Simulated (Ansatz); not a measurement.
# TiAl$_{3}$: how the k-point mesh moves the results

Method: DFT PBE, scalar-relativistic, plane waves, PAW (Ansatz 0.2.0).

```yaml
crystal:
  lattice:
    - [2.83968, 0.00000, 0.00000]
    - [0.00000, 4.68126, 0.00000]
    - [0.00000, 0.00000, 4.90074]
  atoms:
    - { symbol: Ti, position: [0.00000, 0.50000, 0.16592] }
    - { symbol: Al, position: [0.50000, 0.50000, 0.66727] }
    - { symbol: Al, position: [0.50000, 0.00000, 0.33091] }
    - { symbol: Al, position: [0.00000, 0.00000, 0.83590] }
```

The plane-wave cutoff is 420 eV and the occupation rule is Gaussian smearing, 0.1 eV. The spin treatment is unpolarised.

The atoms stay fixed while the k-point mesh is varied. ΔE is the energy extrapolated to zero smearing, less that of the reference run (24×16×14). The cell isn't necessarily relaxed at this level. The meshes are Γ-centred. Pressure is positive in compression.

Times are rough; the reference took 3.6 min on 1 thread of AMD EPYC (Zen 3), on a shared host, peak memory 1.2 GiB.

| mesh | ΔE (meV/atom) | P (GPa) | largest change of a force component (eV/Å) | irreducible points | wall time (s) |
| --- | --- | --- | --- | --- | --- |
| 1×1×1 | -1848 | -8.73 | 2.925 | 1 | 1.8 |
| 2×2×2 | -239 | -1.80 | 0.156 | 8 | 2.4 |
| 4×2×2 | 2.07 | 0.10 | 0.190 | 12 | 2.9 |
| 6×4×4 | -6.71 | -0.04 | 0.061 | 36 | 6.7 |
| 8×6×6 | 6.06 | 0.03 | 0.023 | 80 | 14 |
| 12×8×8 | 1.00 | -0.04 | 0.014 | 175 | 27 |
| 14×8×8 | -0.75 | -0.06 | 0.007 | 200 | 33 |
| 14×10×10 | -0.47 | -0.05 | 0.006 | 288 | 64 |
| 16×10×10 | 0.44 | -0.03 | 0.008 | 324 | 75 |
| 18×12×12 | -0.03 | -0.06 | 0.003 | 490 | 92 |
| 22×14×12 | 0.19 | -0.04 | 0.003 | 672 | 120 |
| 24×16×14 | 0.00 | -0.05 | 0.000 | 936 | 210 |

This form isn't the usual stable structure of the compound.

1 further run of this set didn't finish or converge.